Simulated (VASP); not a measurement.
Input of a VASP 6.6.1 run:

The input INCAR:

```
SYSTEM = Al
PREC = Accurate
ENCUT = 520
EDIFF = 1E-7
ISMEAR = 0
SIGMA = 0.15
LREAL = .False.
LASPH = .True.
NELM = 100
ALGO = Fast
ISIF = 2
LWAVE = .False.
LCHARG = .False.
GGA = PE
NBANDS = 8
```

The input KPOINTS:

```
regular mesh
0
Gamma
  24 24 24
  0 0 0
```

File POSCAR:

```
Al
1.0
   -2.3389449096      1.6706749354      1.6706749354
    1.6706749354     -2.3389449096      1.6706749354
    1.6706749354      1.6706749354     -2.3389449096
Al
1
Direct
    0.0000000000      0.0000000000      0.0000000000
```

Potentials or basis: VASP PAW PBE potentials, release 64 (Al).

Launch:

```sh
$ cat potpaw_PBE.64/Al/POTCAR > POTCAR
$ mpirun -np 1 vasp_std > vasp.out
```

Q: Estimate the pressure.

A: 104.8 GPa.

Q: Predict the band gap on the k mesh.

A: None (metal or under the smearing width).

Stress tensor (GPa, compression positive):
```
104.80 117.92 117.92
117.92 104.80 117.92
117.92 117.92 104.80
```

Caveat: a pressure of tens of GPa on the cell as given is suspect, and the run, the potentials or the cell itself is likely at fault.
